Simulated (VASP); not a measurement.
A run of VASP 6.6.1 is set up as follows.

The input INCAR:

```
SYSTEM = ZrN
ALGO = Fast ; EDIFF = 1E-7
EDIFFG = -0.005 ; ENCUT = 600
IBRION = 2 ; ISIF = 3
ISMEAR = 0 ; LASPH = .True.
LCHARG = .False. ; LREAL = .False.
LWAVE = .False. ; NELM = 100
NSW = 90 ; PREC = Accurate
SIGMA = 0.1
```

The input KPOINTS:

```
k-points
0
Gamma
  16 16 16
  0 0 0
```

POSCAR

```
ZrN
1.0
    0.0000000000      2.2942655900      2.2942655900
    2.2942655900      0.0000000000      2.2942655900
    2.2942655900      2.2942655900      0.0000000000
Zr N
1 1
Direct
    0.5000000000      0.5000000000      0.5000000000
    0.0000000000      0.0000000000      0.0000000000
```

Potentials or basis: VASP PAW LDA potentials, release 64 (Zr_sv, N).

Run with:

```console
$ cat potpaw_LDA.64/Zr_sv/POTCAR potpaw_LDA.64/N/POTCAR > POTCAR
$ mpirun -np 1 vasp_std > vasp.out
```

Problem. Estimate the space group after relaxing (to 0.05 Å).

Solution. Fm-3m (No. 225).

Problem. Predict the relaxed cell.

Solution. a = 3.202 Å, b = 3.202 Å, c = 3.202 Å, α = 60.00°, β = 60.00°, γ = 60.00°.

Problem. What does it give for the band gap on the k mesh?

Solution. None (metal or under the smearing width).

Problem. Estimate the relaxed volume.

Solution. 11.61 Å³/atom.

Step by step:
```csv
step,energy change (eV),largest force (eV/Å),pressure (GPa),volume (Å³)
1,0.0000,0.0000,-10.28,24.15
2,0.0899,0.0000,24.78,21.54
3,-0.0311,0.0000,-0.27,23.24
4,-0.0311,0.0000,-0.03,23.22
```
